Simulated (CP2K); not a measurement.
# CdO (Monteponite) under changes of volume

One of the cells (12.970 Å³/atom); the others are scaled copies at fixed shape and fractional positions:

```
Cd O
1.0
     3.32269    0.00000    0.00000
     1.66135    2.87754    0.00000
     1.66135    0.95918    2.71297
Cd O
1 1
Cartesian
  0.0000 0.0000 0.0000
  3.3227 1.9184 1.3565
```

| Property | Result |
| --- | --- |
| Program | CP2K 2026.2 |
| Functional | LDA |
| Potentials or basis | GTH_POTENTIALS Cd GTH-PADE-q12, O GTH-PADE-q6; TZVP-MOLOPT-PBE-GTH basis |
| Density cutoff | 8163 eV |
| k mesh | 10 × 10 × 10 |
| Occupations | fermi-dirac, width 0.05 eV |
| Spin | no spin polarisation |

```tsv
volume (Å³/atom)	energy over the lowest point (meV/atom)	pressure (GPa)
12.191	7.65	6.1
12.451	0.96	2.3
12.710	0.00	-1.1
12.970	4.18	-4.0
13.229	?	?
13.488	25.67	-9.0
13.748	42.02	-11.1
```

**Question.** What does the run at 13.229 Å³/atom give?

**Answer.** Energy over the lowest point 12.91 meV/atom; pressure -6.7 GPa.

Worked out: A Birch-Murnaghan fit of order 3 (a polynomial in V^(-2/3)) to the other rows has its minimum at 12.62 Å³/atom with B0 = V·E''(V) = 160 GPa and B' = 4.8. It gives 12.91 meV/atom at 13.229 Å³/atom, against the run's 12.91, and -dE/dV = -6.7 GPa, against -6.7.

Energies are extrapolated to zero smearing.

Caveats: the basis of atomic orbitals isn't converged, which shifts pressures, moduli and gaps.
